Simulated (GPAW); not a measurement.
Ga: single point with RPBE

Crystal: Ga.

```
CELL_PARAMETERS angstrom
-1.38440 1.38440 2.31122
1.38440 -1.38440 2.31122
1.38440 1.38440 -2.31122
ATOMIC_POSITIONS crystal
Ga 0.00000 0.00000 0.00000
```

This isn't the form of Ga at room conditions, which is orthorhombic.

| Item | Value |
| --- | --- |
| Program | GPAW 26.7.0 |
| Task | single point |
| Functional | RPBE |
| Potentials or basis | the program's PAW data sets (release 1.2.1) made for this functional |
| Cutoff | 450 eV |
| Basis | pw |
| k mesh | 11 × 11 × 11 |
| Occupations | fermi-dirac, width 0.05 eV |
| Spin | no spin polarisation |
| Maxiter | 80 |

```json
{"Pressure": "6.2 GPa", "Band gap on the k mesh": "none (metal or under the smearing width)"}
```

Stress tensor (GPa, compression positive):
```
7.07 0.00 0.00
0.00 7.07 0.00
0.00 0.00 4.53
```

Levels at points of the mesh, in eV from the Fermi level:
```
           k point  band 1  band 2  band 3  band 4
(0.00, 0.00, 0.00)  -11.55   12.82   13.12   13.12
```

Wall time 7.1 s on 1 thread of Arm Neoverse V1 (shared host), peak memory 0.13 GiB.

Caveat: the cutoff is short for stress and forces, so pressures can be off by a GPa or more.
